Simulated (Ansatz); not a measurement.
An input for Ansatz 0.2.0 (MoP2SeS (van der Waals superlattice) (P3m1)):

The structure was built from a prototype and need not be the compound's stable phase.

```yaml
crystal:
  lattice:
    - [3.2245723348, 0.0, 0.0]
    - [-1.6122861674, 2.7925615582, 0.0]
    - [0.0, 0.0, 11.1299466039]
  atoms:
    - { symbol: Mo, position: [0.3333333333, 0.6666666667, 0.3168091906] }
    - { symbol: S, position: [0.6666666667, 0.3333333333, 0.4543333109] }
    - { symbol: Se, position: [0.6666666667, 0.3333333333, 0.1635179818] }
    - { symbol: P, position: [0.6666666667, 0.3333333333, 0.8299662932] }
    - { symbol: P, position: [0.3333333333, 0.6666666667, 0.7176136603] }
kpoints:
  mp_grid: { grid: [9, 9, 2] }
hamiltonian:
  xc: pbe
  pseudopotentials: { kind: paw, azcp: { folder: soft_1 } }
scf:
  occupations: { method: fixed }
gw:
  n_empty_bands: 418
  ecut_chi: 150.0
  qp_bands: [v2, c2]
  qp_kpoints: band_edges
  screening: { model: contour_deformation }
```

```sh
ansatz run input.yaml --threads 3 --pin off --max-ram 92160MiB --backend cuda --events-out ev --progress --plain --runs-dir out --devices 1 --max-vram 13GiB
```

Estimate wall time and host memory on 1 × NVIDIA H100 80GB HBM3 (shared by 6 runs) with 3 threads of AMD EPYC 7R13 (Zen 3), shared host.

It took 1.7 min; on shared hardware allow 51 s to 3.4 min. Peak host memory was 2.4 GiB. The sizes that set the cost: 1993 plane waves a state, 24 irreducible k points, 441 bands summed, 425 plane waves in the screening and 11 SCF cycles.

The screening grows as filled bands × empty bands × pairs of k points, times the square of the screening basis for the matrix.

[Paths, hosts, dates, memory and timing lines, banners, echoed tables and standing remarks are left out of the program output.]

[Logs are printed without paths, hosts, clocks, repeated set-up lines and the standing remarks that a program may print on its own settings, such as how far it seeks lower states.]

[Runs of the session that timed out or met a known fault of the program may be left out.]

[Cells called generated may have been cut or substituted from an entry of the Crystallography Open Database or the Materials Project.]

[Hosts, paths, dates, database ids (printed as entryN), source tags and the programs' standing remarks are cut or masked in the printed files.]
